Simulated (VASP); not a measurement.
Write the native input for VASP 6.6.1 that does the following.

* Task: relaxation of cell and atoms
* Functional: r2SCAN
* Potentials or basis: VASP PAW PBE potentials, release 64 (Sn_d, O)
* Cutoff: 600 eV
* k mesh: 7 × 7 × 10
* Occupations: gaussian, width 0.02 eV
* Spin: no spin polarisation
* Further INCAR settings: ALGO = Normal; EDIFF = 1e-06; IBRION = 2; EDIFFG = -0.02; NSW = 40; ISIF = 3

The structure of SnO2 lies in POSCAR:

```
SnO2
1.0
    4.7648180400      0.0000000000      0.0000000000
    0.0000000000      4.7648180400      0.0000000000
    0.0000000000      0.0000000000      3.2074997700
Sn O
2 4
Direct
    0.5000000000      0.5000000000      0.5000000000
    0.0000000000      0.0000000000      0.0000000000
    0.1940277000      0.8059723000      0.5000000000
    0.8059723000      0.1940277000      0.5000000000
    0.3059723000      0.3059723000      0.0000000000
    0.6940277000      0.6940277000      0.0000000000
```

The cell is a database's computed one.

One way to write it, as run:

INCAR

```
SYSTEM = SnO2
  PREC = Accurate
  ENCUT = 600
  EDIFF = 1E-6
  ISMEAR = 0
  SIGMA = 0.02
  LREAL = .False.
  LASPH = .True.
  NELM = 80
  ALGO = Normal
  ISIF = 3
  LWAVE = .False.
  LCHARG = .False.
  METAGGA = R2SCAN
  LMIXTAU = .True.
  IBRION = 2
  NSW = 40
  EDIFFG = -0.02
  KPAR = 2
```

KPOINTS

```
regular mesh
0
Gamma
  7 7 10
  0 0 0
```

Potentials or basis: VASP PAW PBE potentials, release 64 (Sn_d, O).

Launch:

```sh
$ cat potpaw_PBE.64/Sn_d/POTCAR potpaw_PBE.64/O/POTCAR > POTCAR
$ mpirun -np 2 vasp_std > vasp.out
```

It gave:

```json
{"Pressure after relaxing": "0.0 GPa", "Largest force after relaxing": "0.019 eV/Å", "Band gap on the k mesh": "1.74 eV, direct"}
```

Caveat: the relaxation stopped at its first step, so nothing moved; the PAW data sets were made with another functional, which shifts forces and pressure a little; spin-orbit coupling is left out, which moves the levels of the heavy elements.

Run time: 4.2 min on 2 MPI ranks on Intel(R) Xeon(R) Platinum 8488C (Sapphire Rapids), with other jobs on the host, peak memory 0.28 GiB a rank.
